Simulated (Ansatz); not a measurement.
A crystal relaxed with r2SCAN in the plane-wave code Ansatz has space group P6_3/mmc (No. 194) and a = 4.899 Å, c = 8.591 Å.

| atom | site | x | y | z |
| --- | --- | --- | --- | --- |
| K | 2a | 0.0000 | 0.0000 | 0.0000 |
| Xx | 2c | 0.6667 | 0.3333 | 0.7500 |

With r2SCAN the gap is 4.50 eV and direct, at Γ. With HSE06 the gap is 4.85 eV and direct, at Γ. With PBE the gap is 3.86 eV and direct, at Γ. Meshes: r2SCAN 6×6×4, HSE06 6×6×2, PBE 6×6×4. r2SCAN's ε∞ is 2.7 along all three axes, to this precision.

Task: Which element is Xx?
A. Cl
B. H
C. I
D. F

Result: C. Xx is I: a 4-atom cell of KI (P6_3/mmc) from a materials database. Around K lie 6 I at 3.55 Å; around I lie 6 K at 3.55 Å.

No spin polarisation and no zero-point or thermal motion.

No spin-orbit coupling is included; it can move band edges with weight on the heavy atoms by tenths of an eV.

The meshes of the hybrids are coarse, so their gaps aren't converged to the digits shown.
